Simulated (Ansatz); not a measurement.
# Do the potentials matter? V_N in Si3N4 (P6_3/m)

Question: how much does the pseudopotential files change the (+1/0) level of V_N in Si3N4 (P6_3/m), and what does each choice cost? Model: a cell of 126 host atoms with 1 N taken out.

Program: Ansatz 0.2.0. Level of theory: plane-wave DFT; relaxations with PBEsol, then single points with PBEsol, on supercells at fixed charge in a uniform background. Results are calculated unless marked as measured.

### Step 1. Starting point

The cell holds 125 atoms: 54 Si and 71 N. Its edges and angles: a = 13.206 Å, b = 13.206 Å, c = 8.731 Å, α = 90.0°, β = 90.0°, γ = 120.0°. It derives from Si3N4 (space group P6_3/m). Nearest the centre at fractional (0.576, 0.453, 0.583): Si100 at 1.74 Å, Si59 at 1.74 Å, Si56 at 1.74 Å, N62 at 2.78 Å, N122 at 2.82 Å, N81 at 2.82 Å, N115 at 2.82 Å, N74 at 2.82 Å. The cell carries charge +1.

Known beforehand: the electronic dielectric constant, (4.29, 4.29, 4.37), and the static one, (8.29, 8.29, 8.25), from a response run on this crystal (DFPT, PBEsol) at that run's own cell.

The cell's shortest repeat is 8.7 Å.

### Step 2. Relaxing both charge states, PBEsol

The study needs fixed structures, so each charge is relaxed once, at one point at (¼, ¼, ¼), from small random displacements that break the symmetry of the site.

qp1.relax/input.yaml reads:

```yaml
crystal:
  lattice:
    - [11.43668588, 6.60297367, 0.0]
    - [-11.43668588, 6.60297367, 0.0]
    - [0.0, 0.0, 2.91025578]
  atoms:
    - { symbol: Si, position: [0.0195, 0.806555, 0.75] }
    - { symbol: Si, position: [0.352834, 0.473222, 0.75] }
    - { symbol: Si, position: [0.686167, 0.139889, 0.75] }
    - { symbol: Si, position: [0.212945, 0.0195, 0.25] }
    - { symbol: Si, position: [0.546278, 0.686167, 0.25] }
    - { symbol: Si, position: [0.879612, 0.352834, 0.25] }
    - { symbol: Si, position: [0.139889, 0.453722, 0.25] }
    - { symbol: Si, position: [0.473222, 0.120388, 0.25] }
    - { symbol: Si, position: [0.806555, 0.787055, 0.25] }
    - { symbol: Si, position: [0.193445, 0.212945, 0.75] }
    - { symbol: Si, position: [0.526778, 0.879612, 0.75] }
    - { symbol: Si, position: [0.860111, 0.546278, 0.75] }
    - { symbol: Si, position: [0.120388, 0.647166, 0.75] }
    - { symbol: Si, position: [0.453722, 0.313833, 0.75] }
    - { symbol: Si, position: [0.787055, 0.9805, 0.75] }
    - { symbol: Si, position: [0.313833, 0.860111, 0.25] }
    - { symbol: Si, position: [0.647166, 0.526778, 0.25] }
    - { symbol: Si, position: [0.9805, 0.193445, 0.25] }
    - { symbol: "N", position: [0.0, 0.666667, 0.75] }
    - { symbol: "N", position: [0.333333, 0.333333, 0.75] }
    - { symbol: "N", position: [0.666667, 0.0, 0.75] }
    - { symbol: "N", position: [0.0, 0.333333, 0.25] }
    - { symbol: "N", position: [0.333333, 0.0, 0.25] }
    - { symbol: "N", position: [0.666667, 0.666667, 0.25] }
    - { symbol: "N", position: [0.213458, 0.456533, 0.75] }
    - { symbol: "N", position: [0.546792, 0.123199, 0.75] }
    - { symbol: "N", position: [0.880125, 0.789866, 0.75] }
    - { symbol: "N", position: [0.090259, 0.880125, 0.25] }
    - { symbol: "N", position: [0.423592, 0.546792, 0.25] }
    - { symbol: "N", position: [0.756926, 0.213458, 0.25] }
    - { symbol: "N", position: [0.123199, 0.576408, 0.25] }
    - { symbol: "N", position: [0.456533, 0.243074, 0.25] }
    - { symbol: "N", position: [0.789866, 0.909741, 0.25] }
    - { symbol: "N", position: [0.210134, 0.090259, 0.75] }
    - { symbol: "N", position: [0.543467, 0.756926, 0.75] }
    - { symbol: "N", position: [0.876801, 0.423592, 0.75] }
    - { symbol: "N", position: [0.119875, 0.210134, 0.25] }
    - { symbol: "N", position: [0.453208, 0.876801, 0.25] }
    - { symbol: "N", position: [0.786542, 0.543467, 0.25] }
    - { symbol: "N", position: [0.243074, 0.786542, 0.75] }
    - { symbol: "N", position: [0.576408, 0.453208, 0.75] }
    - { symbol: "N", position: [0.909741, 0.119875, 0.75] }
  supercell: [1, 1, 3]
  defects: [{ vacancy: 82 }]
total_charge: 1
basis:
  ecutwfc: 420
  xc_grid: 2
hamiltonian:
  xc: pbesol
  pseudopotentials: { kind: paw, azcp: { folder: soft_1 }, xc_functional: pbe }
kpoints:
  mp_grid: { grid: [1, 1, 1], shift: [0.25, 0.25, 0.25] }
scf:
  occupations: { method: fixed }
  max_iter: 80
output:
  forces: true
  charged_corrections:
    epsilon: [4.29, 4.29, 4.37]
    static_epsilon: [8.29, 8.29, 8.25]
    defect_position: [0.576408, 0.453209, 0.583333]
relax:
  f_tol: 0.015
  max_steps: 60
  random_displacement: { amplitude: 0.04, seed: 85 }
checkpoint:
  write: "../qp1.relax.run"
  compress: false
  write_wavefunctions: true
  write_every: 100000
```

On the command line:

```console
ansatz run input.yaml --threads 8 --pin off --max-ram 18841MiB --backend cpu --events-out ev --progress --plain --runs-dir out
```

Numbers of over 12 decimals in the logs are rounded to 6 here.

Log:

```text
[... repeated set-up lines and file paths are left out, and long positions are rounded to six places ...]
Engine: ansatz 0.2.0, aarch64-unknown-linux-gnu
Pseudopotentials: kind: paw
Pseudopotential: Si, paw, valence charge 4, recommended cutoff 420 eV (normal), soft_1/Si.paw.azcp
Pseudopotential: N, paw, valence charge 5, recommended cutoff 420 eV (normal), soft_1/N.paw.azcp
Functional definition: PBEsol
  exchange = pbesol_x
  correlation = pbesol_c
Crystal: 125 atoms, lattice volume = 1318.628 Å³
Basis set: ecut = 420 eV, 25805 PW (Γ), exchange–correlation on 180×180×120 points (8 copies of the dense FFT grid, shifted against one another)
Bands: 410, of which v1, the nominal top of the filled ones, is band 285 counted from 1 (284 counted from 0)
Symmetry: 1 space group operations
k-points: 1
Non-local potential: Si, projectors of the file, l = 0: 2, l = 1: 2, l = 2: 1
Non-local potential: N, projectors of the file, l = 0: 2, l = 1: 2, l = 2: 1
PAW form: soft (Blöchl's): semilocal exchange-correlation on the pseudo side does not see the compensation charge
PAW frozen core: Si, regenerated for the run's functional, and the local potential with it (the file was generated under x = pbe(κ = 0.804, μ = 0.219515), c = pbe(β = 0.066725))
PAW frozen core: N, regenerated for the run's functional, and the local potential with it (the file was generated under x = pbe(κ = 0.804, μ = 0.219515), c = pbe(β = 0.066725))
PAW one-centre angular grid: Si, 110 points (default); XC on 64 Gauss nodes
PAW one-centre angular grid: N, 110 points (default); XC on 64 Gauss nodes
Initial density: superposition of atomic densities (chi_scale 0.1, normalization cell, long waves kept (reshape's long-wave potential 0.18 eV rms))
Initial wavefunctions: pseudopotential atomic-orbital guess
Functional: x = pbesol(κ = 0.804, μ = 0.123457), c = pbesol(β = 0.046)
SCF iter   1: F=—  HF=-60684.596455 eV  |F-HF|=—  |Δ(HF+E_count)|=         —  Δρ=1.49e-1  dr2=3.09e2  ethr=3.10e-3  ⟨swp⟩=6.0  Hψ=1629  notcnv=0  defer=123
preconditioner: auto → Resta (q_TF=auto, 2.372 Å⁻¹)  ε∞=3.5  [insulator: Δε(μ)=3.878 eV  Ē_g=15.306 eV  n_scr=282 (ndim 8)  ℏωp=24.4 eV  f_vac=0.009  ε∞_Penn≈3.5]
SCF iter   2: F=—  HF=-60590.862570 eV  |F-HF|=—  |Δ(HF+E_count)|=    9.37e1  Δρ=4.83e-2  dr2=1.74e1  ethr=3.10e-3  ⟨swp⟩=4.0  Hψ=927  notcnv=0  defer=123
SCF iter   3: F=—  HF=-60587.636904 eV  |F-HF|=—  |Δ(HF+E_count)|=    3.23e0  Δρ=2.39e-2  dr2=4.17e0  ethr=3.06e-3  ⟨swp⟩=1.0  Hψ=291  notcnv=0  defer=123
SCF iter   4: F=—  HF=-60587.010312 eV  |F-HF|=—  |Δ(HF+E_count)|=   6.27e-1  Δρ=2.57e-3  dr2=9.19e-2  ethr=7.32e-4  ⟨swp⟩=3.0  Hψ=577  notcnv=0  defer=123
SCF iter   5: F=—  HF=-60587.034224 eV  |F-HF|=—  |Δ(HF+E_count)|=   2.39e-2  Δρ=1.40e-3  dr2=2.88e-2  ethr=1.61e-5  ⟨swp⟩=3.0  Hψ=580  notcnv=0  defer=123
SCF iter   6: F=—  HF=-60587.042855 eV  |F-HF|=—  |Δ(HF+E_count)|=   8.63e-3  Δρ=3.75e-4  dr2=2.27e-3  ethr=5.05e-6  ⟨swp⟩=3.0  Hψ=579  notcnv=0  defer=123
SCF iter   7: F=—  HF=-60587.043929 eV  |F-HF|=—  |Δ(HF+E_count)|=   1.07e-3  Δρ=1.41e-4  dr2=3.70e-4  ethr=3.98e-7  ⟨swp⟩=2.0  Hψ=622  notcnv=0  defer=123
SCF iter   8: F=—  HF=-60587.044371 eV  |F-HF|=—  |Δ(HF+E_count)|=   4.42e-4  Δρ=1.01e-4  dr2=1.40e-4  ethr=6.49e-8  ⟨swp⟩=2.0  Hψ=576  notcnv=0  defer=123
SCF iter   9: F=-60587.044398 eV  HF=-60587.044394 eV  |F-HF|=3.84e-6  |Δ(HF+E_count)|=   2.31e-5  Δρ=1.89e-5  dr2=5.18e-6  ethr=9.87e-10  ⟨swp⟩=3.0  Hψ=1524  notcnv=0
SCF 1 converged in 9 iterations: F = -60587.044398 eV  dr2 = 5.18e-6
[...]
relax step   1: F+E_penalty+E_count = -60587.04439775 eV  Δ(F+E_penalty+E_count) = +0.000e0 eV  max|allowed force component| = 3.243e0 eV/Å  Δτ_max = 0.0000 Å  (9 SCF iters, dr2 threshold 5.63e-6 eV, accepted)
[...]
relax step   2: F+E_penalty+E_count = -60589.18492598 eV  Δ(F+E_penalty+E_count) = -2.141e0 eV  max|allowed force component| = 1.829e0 eV/Å  Δτ_max = 0.0421 Å  (5 SCF iters, dr2 threshold 1.00e-4 eV, accepted)
[...]
relax step   4: F+E_penalty+E_count = -60590.35253031 eV  Δ(F+E_penalty+E_count) = -7.009e-3 eV  max|allowed force component| = 6.517e-2 eV/Å  Δτ_max = 0.0079 Å  (5 SCF iters, dr2 threshold 7.98e-7 eV, accepted)
[...]
relax step   6: F+E_penalty+E_count = -60590.35384900 eV  Δ(F+E_penalty+E_count) = -7.126e-4 eV  max|allowed force component| = 1.301e-2 eV/Å  Δτ_max = 0.0049 Å  (4 SCF iters, dr2 threshold 1.41e-6 eV, accepted)
[...]
relax step   7: F+E_penalty+E_count = -60590.35384926 eV  Δ(F+E_penalty+E_count) = -2.664e-7 eV  max|allowed force component| = 1.284e-2 eV/Å  Δτ_max = 0.0000 Å  (3 SCF iters, accepted)
NSCF: frozen V_eff on 1 k-points
[...]
SCF converged after 3 iterations
Free energy (F): -60590.353849 eV
Harris-Foulkes:  -60590.353849 eV  (|F-HF|=2.05e-8)
Internal energy: -60590.353849 eV  (E = F + TS)
E sigma→0 (E₀):  -60590.353849 eV
Fermi energy:    7.840816 eV
--- Per-component energies (eV) ---
  E_band       = 445.691312
  E_kinetic    = 11791.121090
  E_local      = -18284.817286  (includes V_loc(G=0)·N_el)
  E_nonlocal   = 3632.675619
  E_hartree    = 6459.404001
  E_xc         = -7299.925421
  E_vxc        = -8037.089072  (∫ρ·V_xc dr)
  E_paw        = -35669.202586  (= ΣΔE_a)
  E_vpaw       = -1575.057455  (= ΣTr[D̂ρ^β])
  E_aug_tail   = 0.063569  (compensation charges beyond the density's cutoff)
  E_ewald      = -21223.372129
  E_core_change = 3.699294  (= ΣΔE_core)
  E_smearing   = -0.000000  (= −TS)
  E_closure    = 0.000000  (closes the sum)
  E_deformation_potential = 16.194943  (in the stress; not in F)
  Σ components = -60590.353849   (vs F -60590.353849, Δ=0.00e0)
--- Forces (eV/Å), atoms counted from 1 ---
  atom   1  Si    -0.00155051    -0.00279254    -0.00112833
  atom   2  Si     0.00140780     0.00103883    -0.00186301
  [... 53 atoms left out ...]
  atom  56  Si     0.00809763    -0.00979373    -0.00051132
  [... 2 atoms left out ...]
  atom  59  Si     0.00566634    -0.00920677    -0.00103674
  [... 2 atoms left out ...]
  atom  62  N      0.00381275    -0.00239144    -0.00038074
  [... 3 atoms left out ...]
  atom  66  N     -0.00621529     0.00643577    -0.00375307
  [... 7 atoms left out ...]
  atom  74  N     -0.00366715     0.00093385    -0.00020928
  [... 6 atoms left out ...]
  atom  81  N      0.00738096     0.00252479    -0.00898788
  [... 18 atoms left out ...]
  atom 100  Si     0.00862708    -0.01141005     0.00486015
  [... 6 atoms left out ...]
  atom 107  N     -0.00702419     0.00372725     0.00228624
  [... 7 atoms left out ...]
  atom 115  N     -0.00403482     0.00126409    -0.00079852
  [... 6 atoms left out ...]
  atom 122  N      0.00747630     0.00214915     0.00986460
  [... 3 atoms left out ...]
  max |Σ_I F_I| component: 2.46e-5 eV/Å
--- Charged-cell corrections in eV (Makov–Payne, q = +1.000 e, ε = [8.290, 8.290, 8.250]) ---
  F (periodic)     = -60590.353849  (uncorrected; the corrections below are reported, never added to it)
  E_corr1          = +0.218289  (monopole, q²α_M/2ε̄L, of the cell on which ε is isotropic)
  F Makov-Payne    = -60590.135560  (F + E_corr1; no measured alignment; for a localised charge, not one spread in a band: unchecked)
  no potential alignment in this run, which stands beside a crystal: run the host's input off ansatz write-host-input, and read the two finished runs by ansatz place-levels (neither reads a slab, a wire or a sheet, whose cell leaves a vacuum)
--- Band table (eV) ---
  k-point 0: bands = ["-9.8691", "-9.7141", "-9.6695", "-9.2447", [... 402 left out ...] "17.0588", "17.0840", "17.1092", "17.1146"]
--- Relaxed structure (7 steps of the walk, 7 accepted, 0 SCFs on fresh bases) ---
  F+E_penalty+E_count = -60590.35384926 eV   max|allowed force component| = 1.284e-2 eV/Å
  atoms:
    - { symbol: Si, position: [0.019229, 0.806603, 0.250146] }
    - { symbol: Si, position: [0.353161, 0.473245, 0.249811] }
    [... 53 atoms left out ...]
    - { symbol: Si, position: [0.448146, 0.307859, 0.583363] }
    [... 2 atoms left out ...]
    - { symbol: Si, position: [0.646894, 0.527381, 0.418166] }
    [... 2 atoms left out ...]
    - { symbol: N, position: [0.335553, 0.336078, 0.583351] }
[...]
- { symbol: N, position: [0.665860, 0.666138, 0.418959] }
[...]
- { symbol: N, position: [0.461366, 0.246154, 0.417641] }
[...]
- { symbol: N, position: [0.783749, 0.539949, 0.418997] }
    [... 18 atoms left out ...]
    - { symbol: Si, position: [0.646868, 0.527386, 0.748426] }
    [... 6 atoms left out ...]
    - { symbol: N, position: [0.665864, 0.666160, 0.747650] }
    [... 7 atoms left out ...]
    - { symbol: N, position: [0.461428, 0.246174, 0.749064] }
    [... 6 atoms left out ...]
    - { symbol: N, position: [0.783766, 0.540022, 0.747686] }
    [... 3 atoms left out ...]
```

It took 100 s on 8 threads of Arm Neoverse V1, shared host; peak memory 3.1 GiB.

Relaxation path:

```
step  energy less that of the first step (eV)  largest force component (eV/Å)
   1                                   0.0000                          3.2426
   2                                  -2.1405                          1.8292
   3                                  -3.3011                          0.1130
   4                                  -3.3081                          0.0652
   5                                  -3.3087                          0.0652
   6                                  -3.3095                          0.0130
   7                                  -3.3095                          0.0128
```

The atoms that moved most (Å, from the sites as typed, ahead of the random displacement, the mean shift of all atoms taken out):

```csv
atom,dx,dy,dz,length
Si56,0.004,-0.080,0.000,0.080
N115,0.020,0.049,-0.008,0.054
N74,0.019,0.049,0.008,0.053
N81,0.007,-0.045,0.020,0.050
N122,0.007,-0.045,-0.020,0.049
N76,0.010,0.035,0.000,0.036
N62,-0.007,0.029,0.000,0.030
Si44,-0.027,0.011,0.000,0.030
```

The atoms nearest to the centre after the run:

```
 atom  distance (Å)
Si100         1.730
 Si59         1.730
 Si56         1.817
  N62         2.755
 N115         2.779
  N74         2.779
  N81         2.781
 N122         2.781
 N107         2.836
  N66         2.836
```

```csv
charge,moment set (μB),steps,largest displacement (Å),time
0,1,10,0.22,5.3 min
+1,0,7,0.08,100 s
```

The relaxation ends 26 meV an atom lower than the displaced start, with a largest force component of 0.013 eV/Å.

[end of part 1 of 2]

[Logs are printed without paths, hosts, clocks, repeated set-up lines and the standing remarks that a program may print on its own settings, such as how far it seeks lower states.]

[Hosts, paths, dates, database ids (printed as entryN), source tags and the programs' standing remarks are cut or masked in the printed files.]

[Where a table of states has a column of steps, it counts the stored structures, which are thinned; the runs took as many ionic steps or more.]

[For some hosts the program warned that the k-mesh of the response run may be too coarse for force constants and the static dielectric constant; such warnings are not shown here.]
